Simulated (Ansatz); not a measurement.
## CdHg2Te3 (C2) at 2 levels of theory

One geometry, relaxed with PBE; plane waves with PAW potentials in Ansatz, scalar-relativistic. No spin polarisation. Gaps are the least over mesh and band path; pressure is positive in compression.

```xyz
6
Lattice="3.9557 -2.4564 0.0014 3.9557 2.4564 0.0014 -0.8354 0.0000 10.5002" Properties=species:S:1:pos:R:3 pbc="T T T"
Cd    3.5380    0.5898    5.2515
Hg    2.0306   -1.6858    8.7458
Hg    5.0453   -1.6858    1.7572
Te    1.7762   -1.1103    3.5960
Te    3.9557    0.0895    0.0014
Te    5.2997   -1.1103    6.9069
```

| level | cutoff (eV) | k mesh | gap (eV) | pressure (GPa) |
| --- | --- | --- | --- | --- |
| PBE | 420 | 8×8×4 | 0.77 | 0.0 |

**Question.** What comes out on the same cell with r2SCAN?

**Answer.**
```
 level  cutoff (eV)  k mesh  gap (eV)  pressure (GPa)
r2SCAN          500   8×8×4      1.04            -1.2
```

Spin-orbit coupling matters for the bands of heavy elements and is left out.

Another cell of CdHg2Te3 relaxed alike, in P6_3mc, lies 63 meV/atom lower, so this cell isn't the stable form at this level.

The cell was found from a structure generator's guess, not taken from experiment.
